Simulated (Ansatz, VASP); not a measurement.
**One calculation of Co, two programs**

Contents of INCAR:

```
  PREC = Accurate
  ENCUT = 520
  EDIFF = 1E-6
  ISMEAR = -1
  SIGMA = 0.05
  LREAL = False
  LASPH = True
  NELM = 150
  ALGO = Normal
  ISIF = 2
  LWAVE = False
  LCHARG = True
  ISPIN = 2
  MAGMOM = 2 2
  LORBIT = 11
  LMAXMIX = 4
  GGA = PS
  LELF = True
  LVHAR = True
  NBANDS = 20
```

The input KPOINTS:

```
Automatic mesh
0
Gamma
  12 12 7
```

POSCAR

```
Co
1.0
    2.5200971126      0.0000000000      0.0000000000
   -1.2600485563      2.1824681195      0.0000000000
    0.0000000000      0.0000000000      4.1167599708
Co
2
Direct
    0.3333333333      0.6666666667      0.7401390000
    0.6666666667      0.3333333333      0.2598610000
```

The input input.yaml:

```yaml
crystal:
  lattice:
    - [2.5200971126, 0.0, 0.0]
    - [-1.2600485563, 2.1824681195, 0.0]
    - [0.0, 0.0, 4.1167599708]
  atoms:
    - { symbol: Co, position: [0.3333333333, 0.6666666667, 0.740139], spin: 2.0 }
    - { symbol: Co, position: [0.6666666667, 0.3333333333, 0.259861], spin: 2.0 }
hamiltonian:
  xc: pbesol
  pseudopotentials: { kind: paw }
magnetization:
  spin_polarized: true
kpoints:
  mp_grid: { grid: [12, 12, 7] }
scf:
  occupations: { method: fermi_dirac, width: 0.05 }
output:
  forces: true
  stress: true
  eigenvalues: true
```

Alike in both runs: task single point; functional PBEsol; k mesh 12 × 12 × 7; occupations fermi-dirac, width 0.05 eV; collinear spin.

|  | VASP | Ansatz |
| --- | --- | --- |
| version | VASP 6.6.1 | Ansatz 0.2.0 |
| potentials or method | VASP PAW PBE potentials, release 64 (Co) | Ansatz PAW |
| plane-wave cutoff (eV) | 520 | 420 |
| valence electrons in the cell | 18 | 34 |

Ansatz gave:

* gap on the k mesh at the Fermi level (eV): none
* pressure (GPa): -16.2
* largest component of the traceless stress (GPa): 1.60
* rms of the force components (eV/Å): 0.188
* net moment per atom (μB): 1.66
* size of the moment on the site where the two differ most (μB): 1.74

**Question.** Which values does VASP return?

**Answer.** gap on the k mesh at the Fermi level (eV): none; pressure (GPa): -16.7; largest component of the traceless stress (GPa): 1.66; rms of the force components (eV/Å): 0.181; net moment per atom (μB): 1.66; size of the moment on the site where the two differ most (μB): 1.68.

Site moments also hang on the region over which each program counts them. Atom by atom the forces differ by 0.007 eV/Å (rms over components). A gap of «none» marks a metal or a gap that the smearing closes. The two sets of potentials don't hold the same shells in valence.

Caveats: so large a pressure means that the cell lies far from this level's equilibrium, or that cutoff or potentials fall short (VASP); the potentials were made for another functional, which shifts forces and pressure (VASP); the PAW data sets come from PBE, with cores solved anew for the run's functional, which leaves a small shift of forces and pressure (Ansatz).
